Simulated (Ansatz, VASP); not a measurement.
**Al in VASP and in Ansatz**

INCAR

```
SYSTEM = Al
  PREC = Accurate
  ENCUT = 520
  EDIFF = 1E-6
  ISMEAR = 1
  SIGMA = 0.15
  LREAL = .False.
  LASPH = .True.
  NELM = 100
  ALGO = Normal
  ISIF = 2
  LWAVE = .False.
  LCHARG = .False.
  GGA = PS
  NBANDS = 8
```

File KPOINTS:

```
regular mesh
0
Gamma
  6 6 6
  0 0 0
```

POSCAR

```
Al
1.0
    2.7560720000      0.0000000000      0.0000000000
   -0.9186906379      2.5984496110      0.0000000000
   -0.9186906379     -1.2992247445      2.2503234088
Al
1
Direct
    0.0000000000      0.0000000000      0.0000000000
```

Input for Ansatz:

```yaml
crystal:
  lattice:
    - [2.756072, 0.0, 0.0]
    - [-0.9186906378915612, 2.5984496110246966, 0.0]
    - [-0.9186906378915612, -1.2992247444711322, 2.2503234088433417]
  atoms:
    - { symbol: Al, position: [0.0, 0.0, 0.0] }
basis:
  ecutwfc: 571.4391111657479
kpoints:
  mp_grid:
    grid: [6, 6, 6]
hamiltonian:
  xc: pbesol
  pseudopotentials:
    kind: paw
scf:
  occupations:
    method: cold
    width: 0.15
output:
  forces: true
  stress: true
```

This isn't the form of Al at room conditions, which is fcc.

Alike in both runs: task single point; functional PBEsol; k mesh 6 × 6 × 6; no spin polarisation.

|  | VASP | Ansatz |
| --- | --- | --- |
| version | VASP 6.6.1 | Ansatz 0.2.0 |
| potentials or method | VASP PAW PBE potentials, release 64 (Al) | plane waves, PAW |
| plane-wave cutoff (eV) | 520 | 571 |
| occupations | methfessel-paxton of order 1, width 0.15 eV | cold, width 0.15 eV |
| valence electrons in the cell | 3 | 3 |

VASP gave:

| Quantity | Value |
| --- | --- |
| pressure (GPa) | 2.8 |

Task: Which values does Ansatz return?

Result: Pressure (GPa): 2.7.

Caveats: the k mesh is coarse (spacing up to 0.47 Å⁻¹), so the values aren't converged; the PAW data sets were made with another functional, which shifts forces and pressure a little (VASP).
